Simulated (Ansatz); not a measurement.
# PbS (CsCl type): the cost of one run

Computed with Ansatz 0.2.0 (DFT PBE, with the methods named in each step, unless a step's input says otherwise).

**1. Starting point**

Symmetry: Pm-3m, No. 221, cubic system. Conventional cell: a = 3.652 Å, b = 3.652 Å, c = 3.652 Å, α = 90.00°, β = 90.00°, γ = 90.00°. Pb (site symmetry m-3m) has 8 S at 3.16 Å as nearest neighbours. Around S (site symmetry m-3m) lie 8 Pb at 3.16 Å.

Coordinates:

```
CELL_PARAMETERS angstrom
3.65174 0.00000 0.00000
0.00000 3.65174 0.00000
0.00000 0.00000 3.65174
ATOMIC_POSITIONS crystal
Pb 0.00000 0.00000 0.00000
S 0.50000 0.50000 0.50000
```

Whether this phase is the stable one at these pressures isn't tested.

Atoms are numbered in the order of the input: Pb1, S2.

**2. The reference volume, LAPW**

The input, input.yaml:

```yaml
crystal:
  lattice:
    - [3.6517378308, 0.0, 0.0]
    - [0.0, 3.6517378308, 0.0]
    - [0.0, 0.0, 3.6517378308]
  atoms:
    - { symbol: Pb, position: [0.0, 0.0, 0.0] }
    - { symbol: S, position: [0.5, 0.5, 0.5] }
kpoints:
  mp_grid: { grid: [11, 11, 11] }
  band_path:
    path:
      - [0.0, 0.0, 0.0]
      - [0.0, 0.5, 0.0]
      - [0.5, 0.5, 0.0]
      - [0.0, 0.0, 0.0]
      - [0.5, 0.5, 0.5]
      - [0.0, 0.5, 0.0]
      - [0.5, 0.5, 0.5]
      - [0.5, 0.5, 0.0]
    npoints: 14
scf:
  occupations: { method: fermi_dirac, width: 0.1 }
hamiltonian:
  xc: pbe
  pseudopotentials: { kind: all_electron, lapw: { basis_error: 0.001 } }
output:
  forces: true
  stress: true
  eigenvalues: true
  populations: true
  dos: { projected: true, de: 0.2, e_range: [-14, 8] }
```

Launch:

```console
$ ansatz run input.yaml --threads 1 --pin off --max-ram 2048MiB --backend cpu --events-out ev --progress --plain --runs-dir out
```

**Question.** How long does this run take on 1 thread of Arm Neoverse V1, shared host, and how much memory does it need?

About 22 s, with a peak of 0.33 GiB.
